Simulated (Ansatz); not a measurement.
## ZrC: what symmetry allows forces and stress to be

```yaml
crystal:
  lattice:
    - [0.00000, 2.35021, 2.35021]
    - [2.35021, 0.00000, 2.35021]
    - [2.35021, 2.35021, 0.00000]
  atoms:
    - { symbol: Zr, position: [0.50000, 0.50000, 0.50000] }
    - { symbol: C, position: [0.04787, 0.95213, 0.04787] }
```

All numbers below come from DFT PBE, scalar-relativistic, plane waves, PAW (Ansatz 0.2.0).

Cutoff 420 eV; k points 14×14×14 on the computed 2-atom cell (Γ-centred); Gaussian smearing, width 0.10 eV; no spin polarisation.

This distorted cell has space group I4mm, with 8 operations.

**Question.** Without a calculation: in which directions can each atom feel a force?

**Answer.** A force must be left unchanged by every operation that keeps its atom in place, so it lies in the space that those operations leave fixed. Atoms that the group maps onto each other feel forces of one size.
```
atom site symmetry operations at the site equivalent to atom allowed force (Cartesian)
 Zr1            4mm                       8                   1   along (0.00, 1.00, 0.00)
  C2            4mm                       8                   2   along (0.00, 1.00, 0.00)
```

That leaves 2 independent force components of 6, tied by 1 condition that the forces sum to zero, so 1 remains. A relaxation in this cell that keeps the symmetry moves the atoms in these directions alone.

**Question.** And the stress tensor?

**Answer.** It must be invariant under the point group, which leaves 2 independent components: yz, xz, xy vanish; xx = zz.

**Question.** Do the computed values obey this?

**Answer.** Yes. Forces (eV/Å):
```
Zr1  0.000  1.841  0.000
C2   0.000 -1.841  0.000
```

Stress (GPa, compression positive, xx yy zz yz xz xy): 0.62 14.76 0.62 0.00 0.00 0.00. The program imposes the same operations on density, forces and stress, so this confirms the analysis and is no independent test of the calculation.